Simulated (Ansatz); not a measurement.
L1₀ (CuAu-type) CoPt was calculated with RPBE in Ansatz (PAW).

Numerical settings: plane-wave cutoff 520 eV, 20×20×16 k mesh (along the axes of the cell as run), Fermi–Dirac smearing 0.05 eV, spin-polarised with parallel moments, scalar-relativistic PAW data made under PBE.

Energies at three volumes about the minimum:

```tsv
V (Å³/atom)	E − E_lowest (meV/atom)
13.563	3.61
13.840	0.00
14.117	3.28
```

Fit a parabola by hand: where is the minimum, and what is the bulk modulus?

Slopes: (0.00 − 3.61)/(13.840 − 13.563) = -13.032 and (3.28 − 0.00)/(14.117 − 13.840) = 11.841 meV/Å³. Curvature E″ = 2 × (11.841 − (-13.032))/(14.117 − 13.563) = 89.794 meV/Å⁶. From the middle of the first interval, the slope vanishes at V0 = 13.7015 − (-13.032)/89.794 = 13.847 Å³/atom. B = V0 E″ = 13.847 × 89.794 meV/Å³ × 0.1602 GPa per meV/Å³ = 199 GPa. The full Birch–Murnaghan fit to all volumes gives V0 = 13.841 Å³/atom and B0 = 199 GPa.

Shape and atoms are relaxed at each volume.

Note: the bulk modulus comes from volumes at which shape and atoms were relaxed.

Ansatz is a program for electronic structure.
